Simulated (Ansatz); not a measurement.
**CoO in Ansatz: the effect of starting spin order**

The system is CoO.

```
Co O
1.0
    -1.50800    1.50800    2.10725
     1.50800   -1.50800    2.10725
     1.50800    1.50800   -2.10725
Co O
1 1
Cartesian
  0.0000 0.0000 0.0000
  0.0000 0.0000 2.1073
```

Alike in all runs:

| Item | Value |
| --- | --- |
| Program | Ansatz 0.2.0 |
| Task | single point |
| Functional | PBE |
| Potentials or basis | Ansatz PAW |
| Cutoff | 420 eV (not typed: the program's choice for these potentials) |
| k mesh | 12 × 12 × 12 |
| Occupations | fermi-dirac, width 0.05 eV |

```tsv
starting spin order	spin	starting moments	energy over the lowest run (meV/atom)	final net moment (μB)	final largest site moment (μB)
spin off	no spin polarisation	-	?	?	?
fm	collinear spin, ferromagnetic start	[2.0, 0.0] μB	0.0	2.92	2.48
random	collinear spin, random start	[1.71, 0.0] μB	0.0	2.92	2.48
ferromagnetic start, larger moments	collinear spin, ferromagnetic start	[3.5, 0.0] μB	0.0	2.92	2.48
```

**Question.** What does the run with starting spin order spin off give?

**Answer.** Energy over the lowest run 238.6 meV/atom; final net moment 0.00 μB; final largest site moment 0.00 μB.

Caveats: a cell with one magnetic atom can't hold antiferromagnetic order, which such compounds often take (some runs); an odd number of electrons without spin polarisation forces a metal (some runs); a magnetic or distorted state may lie lower (some runs).
